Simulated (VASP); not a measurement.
Input of a VASP 6.6.1 run:

INCAR

```
ALGO     = Normal         # electronic algorithm
EDIFF    = 1E-6           # SCF threshold, eV
ENCUT    = 520            # plane-wave cutoff, eV
ISIF     = 2              # what is computed and relaxed
ISMEAR   = -1             # smearing method
LASPH    = True           # aspherical terms in the spheres
LCHARG   = False          # write CHGCAR
LREAL    = False          # projectors in reciprocal space
LWAVE    = False          # write WAVECAR
NELM     = 60             # most SCF steps
PREC     = Accurate       # precision mode
SIGMA    = 0.05           # smearing width, eV
```

KPOINTS

```
k-points
0
Gamma
  16 16 4
```

Contents of POSCAR:

```
C
1.0
    2.4610000000      0.0000000000      0.0000000000
   -1.2305000000      2.1312885187      0.0000000000
    0.0000000000      0.0000000000      9.3912000000
C
4
Direct
    0.0000000000      0.0000000000      0.2500000000
    0.3333333333      0.6666666667      0.2500000000
    0.0000000000      0.0000000000      0.7500000000
    0.6666666667      0.3333333333      0.7500000000
```

Potentials or basis: VASP PAW LDA potentials, release 64 (C).

Launch:

```bash
$ cat potpaw_LDA.64/C/POTCAR > POTCAR
$ mpirun -np 1 vasp_std > vasp.out
```

Estimate the band gap on the k mesh.

1.16 eV, direct.

Predict the pressure.

-3.5 GPa.

Stress tensor (GPa, compression positive):
```
-5.04  0.00  0.00
 0.00 -5.04  0.00
 0.00  0.00 -0.51
```

A k mesh can miss the band edges. LDA gaps usually lie below the measured ones, often by a third to a half.
